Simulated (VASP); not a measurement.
Output of a VASP run:

OUTCAR:
```
 ion  position               nearest neighbor table
   1  0.000  0.000  0.000-   2 3.01   2 3.01   2 3.01   2 3.01   2 3.01   2 3.01
   2  0.500  0.500  0.500-   1 3.01   1 3.01   1 3.01   1 3.01   1 3.01   1 3.01
  LATTYP: Found a face centered cubic cell.
 ALAT       =     6.0200000000
 Subroutine PRICEL returns:
 Original cell was already a primitive cell.
 Subroutine GETGRP returns: Found 48 space group operations
The static configuration has the point symmetry O_h .
The dynamic configuration has the point symmetry O_h .
 Subroutine INISYM returns: Found 48 space group operations
 Subroutine IBZKPT returns following result:
 Found     20 irreducible k-points:

 Following reciprocal coordinates:
            Coordinates               Weight
  0.000000  0.000000  0.000000      1.000000
  0.142857  0.000000  0.000000      8.000000
  0.285714  0.000000  0.000000      8.000000
  0.428571  0.000000  0.000000      8.000000
  0.142857  0.142857  0.000000      6.000000
  0.285714  0.142857  0.000000     24.000000
  0.428571  0.142857  0.000000     24.000000
 -0.428571  0.142857  0.000000     24.000000
 -0.285714  0.142857  0.000000     24.000000
 -0.142857  0.142857  0.000000     12.000000
  0.285714  0.285714  0.000000      6.000000
  0.428571  0.285714  0.000000     24.000000
 -0.428571  0.285714  0.000000     24.000000
 -0.285714  0.285714  0.000000     12.000000
  0.428571  0.428571  0.000000      6.000000
 -0.428571  0.428571  0.000000     12.000000
  0.428571  0.285714  0.142857     24.000000
 -0.428571  0.285714  0.142857     48.000000
 -0.428571  0.428571  0.142857     24.000000
 -0.285714  0.428571  0.142857     24.000000
   k-points           NKPTS =     20   k-points in BZ     NKDIM =     20   number of bands    NBANDS=      9
   number of dos      NEDOS =    301   number of ions     NIONS =      2
   total plane-waves  NPLWV =  32768
   dimension x,y,z NGX =    32 NGY =   32 NGZ =   32
   dimension x,y,z NGXF=    64 NGYF=   64 NGZF=   64
   ions per type =               1   1
   PREC   = accura    normal or accurate (medium, high low for compatibility)
   ISTART =      0    job   : 0-new  1-cont  2-samecut
   ICHARG =      2    charge: 1-file 2-atom 10-const
   ISPIN  =      1    spin polarized calculation?
   LNONCOLLINEAR =      F non collinear calculations
   LSORBIT =      F    spin-orbit coupling
   INIWAV =      1    electr: 0-lowe 1-rand  2-diag
   ENCUT  =  520.0 eV  38.22 Ry    6.18 a.u.   7.91  7.91  7.91*2*pi/ulx,y,z
   NELM   =    100;   NELMIN=  2; NELMDL= -5     # of ELM steps
   EDIFF  = 0.1E-05   stopping-criterion for ELM
   LREAL  =      F    real-space projection
   NLSPLINE    = F    spline interpolate recip. space projectors
   LMAXMIX     =    4 max onsite mixed and CHGCAR
   VOSKOWN=      0    Vosko Wilk Nusair interpolation
   EDIFFG = -.1E-01   stopping-criterion for IOM
   NSW    =     60    number of steps for IOM
   NBLOCK =      1;   KBLOCK =     60    inner block; outer block
   IBRION =      2    ionic relax: 0-MD 1-quasi-New 2-CG
   NFREE  =      1    steps in history (QN), initial steepest desc. (CG)
   ISIF   =      3    stress and relaxation
   ISYM   =      2    0-nonsym 1-usesym 2-fastsym
   TEIN   =    0.0    initial temperature
   TEBEG  =    0.0;   TEEND  =   0.0 temperature during run
   SMASS  =  -3.00    Nose mass-parameter (am)
   PSTRESS=    0.0 pullay stress
   NELECT =      10.0000    total number of electrons
   EFERMI =   0.00;   METHOD = LEGACY
   ISMEAR =     0;   SIGMA  =   0.05  broadening in eV -4-tet -1-fermi 0-gaus
   IALGO  =     38    algorithm
   LDIAG  =      T    sub-space diagonalisation (order eigenvalues)
   IMIX   =      4    mixing-type and parameters
     AMIX     =   0.40;   BMIX     =  1.00
     AMIX_MAG =   1.60;   BMIX_MAG =  1.00
     AMIN     =   0.10
   GGA     = PE    functional components
   VOSKOWN =     0    Vosko Wilk Nusair interpolation
   LHFCALC =     F    Hartree Fock is set to
   LHFONE  =     F    Hartree Fock one center treatment
...
```

### OSZICAR
```
       N       E                     dE             d eps       ncg     rms          rms(c)
DAV:   1     0.387918672459E+02    0.38792E+02   -0.36194E+03   360   0.948E+02
DAV:   2    -0.410357490206E+01   -0.42895E+02   -0.41684E+02   519   0.135E+02
DAV:   3    -0.577811981052E+01   -0.16745E+01   -0.16735E+01   444   0.317E+01
DAV:   4    -0.583545324625E+01   -0.57333E-01   -0.57211E-01   615   0.568E+00
DAV:   5    -0.583574579561E+01   -0.29255E-03   -0.29252E-03   466   0.459E-01    0.215E+00
DAV:   6    -0.582477639701E+01    0.10969E-01   -0.24026E-02   448   0.989E-01    0.140E+00
DAV:   7    -0.582990520010E+01   -0.51288E-02   -0.32804E-02   471   0.117E+00    0.325E-01
DAV:   8    -0.583068548309E+01   -0.78028E-03   -0.41570E-03   420   0.471E-01    0.659E-02
DAV:   9    -0.583069213429E+01   -0.66512E-05   -0.91355E-05   503   0.877E-02    0.526E-02
DAV:  10    -0.583069289925E+01   -0.76496E-06   -0.26348E-05   420   0.406E-02    0.319E-02
DAV:  11    -0.583070381626E+01   -0.10917E-04   -0.19416E-05   385   0.355E-02    0.851E-03
DAV:  12    -0.583070722878E+01   -0.34125E-05   -0.39447E-07   362   0.639E-03    0.218E-03
DAV:  13    -0.583070665060E+01    0.57818E-06   -0.16520E-07   250   0.371E-03
   1 F= -.58307067E+01 E0= -.58307067E+01  d E =-.583071E+01
```

OUTCAR:
```
------------------------ aborting loop because EDIFF is reached ----------------------------------------
  FORCE on cell =-STRESS in cart. coord.  units (eV):
  Direction    XX          YY          ZZ          XY          YZ          ZX
  --------------------------------------------------------------------------------------
  Total       -0.0073658     -0.0073658     -0.0073658      0.0000000      0.0000000     -0.0000000
  in kB       -0.2163720     -0.2163720     -0.2163720      0.0000000      0.0000000     -0.0000000
  external PRESSURE =      -0.2163720 kB  Pullay stress =       0.0000000 kB
  volume of cell :       54.54
      direct lattice vectors                 reciprocal lattice vectors
     0.000000000  3.010000000  3.010000000    -0.166112957  0.166112957  0.166112957
     3.010000000  0.000000000  3.010000000     0.166112957 -0.166112957  0.166112957
     3.010000000  3.010000000  0.000000000     0.166112957  0.166112957 -0.166112957
 POSITION                                       TOTAL-FORCE (eV/Angst)
 -----------------------------------------------------------------------------------
      0.00000      0.00000      0.00000         0.000000     -0.000000      0.000000
      3.01000      3.01000      3.01000        -0.000000      0.000000     -0.000000
 -----------------------------------------------------------------------------------
    total drift:                                0.000000     -0.000000      0.000000
  FREE ENERGIE OF THE ION-ELECTRON SYSTEM (eV)
  ---------------------------------------------------
  free  energy   TOTEN  =        -5.8307066506 eV

  energy  without entropy=       -5.8307066506  energy(sigma->0) =       -5.83070665

 reached required accuracy - stopping structural energy minimisation
```
(Selected blocks of OUTCAR.)

File POSCAR:
```
LiI
1
    0.0000000000     3.0100000000     3.0100000000
    3.0100000000     0.0000000000     3.0100000000
    3.0100000000     3.0100000000     0.0000000000
Li I
1 1
Direct
  0.0000000000   0.0000000000   0.0000000000
  0.5000000000   0.5000000000   0.5000000000
```

Problem. Write an INCAR and KPOINTS that could have produced this output.

Solution. One answer among several that fit: the input of the run itself, PBE GGA, plane waves, VASP's PBE PAW potentials (set 64).

### INCAR
```
# general
SYSTEM   =  LiI
PREC     =  Accurate
ENCUT    =  520
LREAL    =  .FALSE.
LASPH    =  .TRUE.

# electronic loop
EDIFF    =  1E-6
NELM     =  100
ALGO     =  Normal
LMAXMIX  =  4

# smearing
ISMEAR   =  0
SIGMA    =  0.05

# functional
GGA      =  PE

# ions
IBRION   =  2
NSW      =  60
ISIF     =  3
EDIFFG   =  -0.01

# output
LWAVE    =  .FALSE.
LCHARG   =  .FALSE.
```

### KPOINTS
```
Automatic mesh
0
Gamma
7 7 7
0 0 0
```

POTCAR, in this order: Li_sv I (PBE.64 set). Program: vasp_std.

The compound is LiI in the rock salt structure. The cell was not relaxed at this level.
